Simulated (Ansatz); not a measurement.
**ScAl₃: moving Sc off its site**

ScAl₃, Pm-3m, a = 4.071 Å. The structure is a Materials Project entry; whether it is the stable form wasn't checked. Ansatz: PBEsol, PAW, 420 eV, Γ-centred 12×12×12 mesh on 4 atoms, Gaussian smearing 0.15 eV; no spin polarisation.

```yaml
crystal:
  lattice:
    - [4.07130, 0.00000, 0.00000]
    - [0.00000, 4.07130, 0.00000]
    - [0.00000, 0.00000, 4.07130]
  atoms:
    - { symbol: Sc, position: [0.00000, 0.00000, 0.00000] }
    - { symbol: Al, position: [0.50000, 0.00000, 0.50000] }
    - { symbol: Al, position: [0.00000, 0.50000, 0.50000] }
    - { symbol: Al, position: [0.50000, 0.50000, 0.00000] }
```

Atom 1 (Sc) moves by x along the unit vector (0.707, -0.707, 0.000), with its periodic images; all else is held. y is the free energy of the cell over the start, F the force along the path summed over the moved atoms. Symmetry makes y even in x.

| x (Å) | y (meV) | F (eV/Å) |
| --- | --- | --- |
| -0.1000 | ? | ? |
| -0.0333 | 5.46 | 0.33 |
| 0.0000 | 0.00 | 0.00 |
| 0.0167 | 1.37 | -0.16 |
| 0.0500 | 12.32 | -0.49 |
| 0.0667 | 21.93 | -0.66 |
| 0.0833 | 34.22 | -0.82 |

Question: Fit y = c2 x² + c4 x⁴ to the energies of the other rows, give the force constant, and predict energy and force of the missing row.

Answer: Least squares on the rows shown. y = 4924.9 x² + 973.74 x⁴. The force constant is 2 c2 = 9.85 eV/Å² (for all images moving together, not for a lone atom). The force −dy/dx at the missing row is 0.99 eV/Å (computed 0.99). At x = -0.1000 the fit asked for gives 49.35 meV. The run gave 49.36 meV, so the fit is 0.01 meV too low, a small miss on the scale of the series. The form still works here, 20 % of the fitted range beyond its end.

Sc sits in a single, almost perfectly harmonic well: the energy rises on every step away from the site, and the quartic term adds only a sliver even at the largest displacement. The path points straight at one nearest Al neighbour and away from the opposite one. The stiffening of the contact being compressed is therefore offset, at cubic order, by the softening of the one being stretched, and only a weak even anharmonicity survives. The restoring force itself probably reflects short-range repulsion within the close-packed Al cage together with Sc 3d–Al 3p hybridisation, though an energy curve alone can't separate the two. There is no hint of the off-centring seen in some oxides, where a small cation rattles in an oversized cage or gains covalency by moving to one side. Because the Sc site is cubic, the quadratic stiffness holds for any direction of displacement, whereas the quartic term belongs to this path only. A zone-centre phonon frequency doesn't follow directly, since the Al atoms would move too in the true eigenvectors.
